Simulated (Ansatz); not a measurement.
# ZnF2: the cost of one run

Program: Ansatz 0.2.0. Level of theory: DFT LDA, frozen-core PAW and all-electron LAPW, scalar-relativistic unless said. These are calculated values, not measurements.

1 further run of the same task is left out (set aside as unsound or not needed). Runs told in other sessions of the task aren't counted.

### 1 The starting structure

The structure is tetragonal, space group P4_2/mnm (No. 136). Conventional cell: a = 4.705 Å, b = 4.705 Å, c = 3.134 Å, α = 90.00°, β = 90.00°, γ = 90.00°. Zn (site symmetry mmm) has 6 F at 2.01 to 2.05 Å in its first shell of neighbours. F (site symmetry m2m) has 3 Zn at 2.01 to 2.05 Å in its first shell of neighbours.

As a file:

```xyz
6
Lattice="4.7048 0.0000 0.0000 0.0000 4.7048 0.0000 0.0000 0.0000 3.1338" Properties=species:S:1:pos:R:3 pbc="T T T"
Zn    0.0000    0.0000    0.0000
Zn    2.3524    2.3524    1.5669
F     1.4227    1.4227    0.0000
F     0.9297    3.7751    1.5669
F     3.2821    3.2821    0.0000
F     3.7751    0.9297    1.5669
```

Cartesian axes are those of the input's lattice vectors. The structure goes back to a database entry.

### 2 Cell and atoms relaxed, PAW

Contents of input.yaml:

```yaml
crystal:
  lattice:
    - [4.7048, 0.0, 0.0]
    - [0.0, 4.7048, 0.0]
    - [0.0, 0.0, 3.1338]
  atoms:
    - { symbol: Zn, position: [0.0, 0.0, 0.0] }
    - { symbol: Zn, position: [0.5, 0.5, 0.5] }
    - { symbol: F, position: [0.3024, 0.3024, 0.0] }
    - { symbol: F, position: [0.1976, 0.8024, 0.5] }
    - { symbol: F, position: [0.6976, 0.6976, 0.0] }
    - { symbol: F, position: [0.8024, 0.1976, 0.5] }
kpoints:
  mp_grid: { grid: [6, 6, 8] }
scf:
  occupations: { method: fermi_dirac, width: 0.05 }
hamiltonian:
  xc: lda
  pseudopotentials: { kind: paw }
relax:
  f_tol: 0.002
  max_steps: 80
  cell: {}
output:
  forces: true
  stress: true
```

Launch:

```bash
> ansatz run input.yaml --threads 2 --pin off --max-ram 6144MiB --backend cpu --events-out ev --progress --plain --runs-dir out
```

**Question.** How long does this run take on 2 threads of Intel Xeon 6975P-C (Granite Rapids), shared host, and how much memory does it need?

About 10 s, with a peak of 0.41 GiB.
